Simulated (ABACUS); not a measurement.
# MoS2 under changes of volume

One of the cells (17.728 Å³/atom); the others are scaled copies at fixed shape and fractional positions:

```
Mo S
1.0
     1.58000    0.91221    6.15000
    -1.58000    0.91221    6.15000
     0.00000   -1.82443    6.15000
Mo S
1 2
Cartesian
  0.0000 0.0000 0.0000
  0.0000 0.0000 7.6936
  0.0000 0.0000 4.6125
```

Measurements of this composition are mostly on another form, of space group No. 194.

```yaml
Program: ABACUS 3.10.1
Functional: PBEsol
Potentials_or_basis: PseudoDojo NC SR 0.4.1 PBEsol standard
Cutoff: 1102 eV
Density_cutoff: 4408 eV
Basis: plane waves
k_mesh: 10 × 10 × 10
Occupations: fermi-dirac, width 0.05 eV
Spin: no spin polarisation
```

```tsv
volume (Å³/atom)	energy over the lowest point (meV/atom)	pressure (GPa)	gap on the mesh (eV)	largest force (eV/Å)
16.664	37.58	11.5	0.85	1.428
17.019	16.75	7.4	0.87	1.013
17.373	4.51	3.7	0.89	0.628
17.728	0.00	0.4	0.91	0.271
18.083	2.42	-2.6	0.93	0.142
18.437	?	?	?	?
18.792	25.31	-7.6	0.95	0.726
```

Q: What does the run at 18.437 Å³/atom give?

A: Energy over the lowest point 11.07 meV/atom; pressure -5.2 GPa; gap on the mesh 0.94 eV; largest force 0.445 eV/Å.

Worked out: A Birch-Murnaghan fit of order 3 (a polynomial in V^(-2/3)) to the other rows has its minimum at 17.78 Å³/atom with B0 = V·E''(V) = 155 GPa and B' = 4.3 at fixed shape and positions, which overstates the stiffness. It gives 11.05 meV/atom at 18.437 Å³/atom, against the run's 11.07, and -dE/dV = -5.2 GPa, against -5.2. A straight line through the other rows of the gap, of slope 0.858 eV per unit of ln V, gives 0.94 eV, against the run's 0.94.

Energies are extrapolated to zero smearing.

Caveats: forces of over 1 eV/Å show positions far from the minimum, so gaps and moduli don't describe the material at rest (some runs).

A mesh can miss the band edges. Spin-orbit coupling on Mo is left out.
